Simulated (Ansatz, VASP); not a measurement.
## Si: VASP beside Ansatz

```xyz
2
Lattice="0.0000 2.9443 2.5453 2.9443 0.0000 2.5453 2.9443 2.9443 0.0000" Properties=species:S:1:pos:R:3 pbc="T T T"
Si    2.9443    2.9443    2.5453
Si    4.4164    4.4164    3.8180
```

Alike in both runs: task single point; functional LDA; k mesh 12 × 12 × 12; occupations gaussian, width 0.05 eV; no spin polarisation.

|  | VASP | Ansatz |
| --- | --- | --- |
| version | VASP 6.6.1 | Ansatz 0.2.0 |
| potentials or method | VASP PAW LDA potentials, release 64 (Si) | scalar-relativistic, plane waves, PAW |
| plane-wave cutoff (eV) | 520 | 420 |
| valence electrons in the cell | 8 | 8 |

|  | VASP | Ansatz | Ansatz less VASP |
| --- | --- | --- | --- |
| gap on the k mesh at the Fermi level (eV) | none | none | - |
| pressure (GPa) | -9.0 | -9.0 | -0.03 |
| largest component of the traceless stress (GPa) | 6.66 | 6.66 | +0.002 |

A gap of «none» marks a metal or a gap that the smearing closes. Ansatz warned: «pseudo_functional_mismatch».
